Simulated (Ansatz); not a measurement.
Crystal: BaTiO3.

```
CELL_PARAMETERS angstrom
2.82767 -4.89766 0.00000
5.65534 0.00000 0.00000
2.82767 -1.63255 4.63546
ATOMIC_POSITIONS crystal
Ba 0.91779 0.96775 0.97384
Ba 0.57743 0.65456 0.34893
Ti 0.85544 0.70465 0.78241
Ti 0.22545 0.19420 0.34593
O 0.10784 0.46592 0.94252
O 0.52682 0.06235 0.36076
O 0.62665 0.39895 0.01957
O 0.86137 0.04878 0.56098
O 0.50458 0.98890 0.05292
O 0.81793 0.53523 0.54825
```

* Program: Ansatz 0.2.0
* Task: relaxation of cell and atoms
* Functional: r2SCAN
* Potentials or basis: Ansatz PAW
* Cutoff: 500 eV (not typed: the program's choice for these potentials)
* k mesh: 6 × 6 × 6
* Occupations: fermi-dirac, width 0.05 eV
* Spin: no spin polarisation

At the start: volume 12.84 Å³/atom.

Where does the relaxation end?

It ends after 13 steps and the volume is 13.03 Å³/atom (+1.5 %); space group R3m (No. 160, to 0.05 Å).

The path:
| step | energy change (eV) | largest force (eV/Å) | volume (Å³) |
| --- | --- | --- | --- |
| 1 | 0.0000 | 21.0533 | 128.39 |
| 2 | -11.4738 | 11.5152 | 135.26 |
| 3 | -18.8633 | 6.2670 | 139.68 |
| 4 | -22.7702 | 3.3179 | 139.84 |
| 5 | -24.9810 | 1.5600 | 135.58 |
| 6 | -25.9779 | 0.5499 | 130.03 |
| 7 | -26.1157 | 0.1383 | 129.72 |
| 8 | -26.1229 | 0.0172 | 130.34 |
| 9 | -26.1231 | 0.0112 | 130.28 |
| 10 | -26.1230 | 0.0039 | 130.33 |
| 11 | -26.1239 | 0.0039 | 130.33 |
| 12 | -26.1239 | 0.0006 | 130.27 |
| 13 | -26.1239 | 0.0006 | 130.27 |

Final structure:
```
Ba Ti O
1.0
     2.83989   -4.91892    0.00005
     5.70045    0.01193   -0.00818
     2.84008   -1.63958    4.63772
Ba Ti O
2 2 6
Direct
  0.00566 0.99157 0.99712
  0.50566 0.49157 0.49712
  0.76240 0.72138 0.75384
  0.26240 0.22138 0.25383
  0.99434 0.51590 0.98583
  0.49434 0.01590 0.48583
  0.50392 0.51590 0.98583
  0.00392 0.01589 0.48583
  0.49433 0.01590 0.99543
  0.99433 0.51590 0.49544
```

Caveat: the plane-wave basis is chosen anew once the cell has moved, so the energies of steps on either side of that aren't comparable; the PAW data sets come from PBE, with cores solved anew for the run's functional, which leaves a small shift of forces and pressure.
